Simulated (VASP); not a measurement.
# Be: single point with PBE

Be:

```
Be
1.0
     2.15233    0.00000    0.00000
    -1.07616    1.86397    0.00000
     0.00000    0.00000    2.01108
Be
1
Direct
  0.00000 0.00000 0.00000
```

The cell was built by a generator and needn't be a form met in nature.

```
Program                : VASP 6.6.1
Task                   : single point
Functional             : PBE
Potentials or basis    : VASP PAW PBE potentials, release 64 (Be)
Cutoff                 : 520 eV
k mesh                 : 9 × 9 × 8
Occupations            : gaussian, width 0.1 eV
Spin                   : no spin polarisation
Dipole correction      : no
Further INCAR settings : ALGO = Normal; EDIFF = 1e-06; NBANDS = 7
```

```yaml
Pressure: 13.5 GPa
Band_gap_on_the_k_mesh: none (metal or under the smearing width)
```

Stress tensor (GPa, compression positive):
```
-3.80  0.00  0.00
 0.00 -3.80  0.00
 0.00  0.00 47.97
```

Levels at points of the mesh, in eV from the Fermi level:
```
           k point  band 1  band 2  band 3  band 4
(0.00, 0.00, 0.00)  -11.47   15.73   18.13   18.13
(0.00, 0.00, 0.50)   -6.18   -1.87   22.12   22.12
```

It took 1.5 s on 1 thread of Intel(R) Xeon(R) Platinum 8488C (Sapphire Rapids), with other jobs on the host, peak memory 0.1 GiB.

Caveat: the k mesh is coarse (spacing up to 0.39 Å⁻¹), so the values aren't converged.
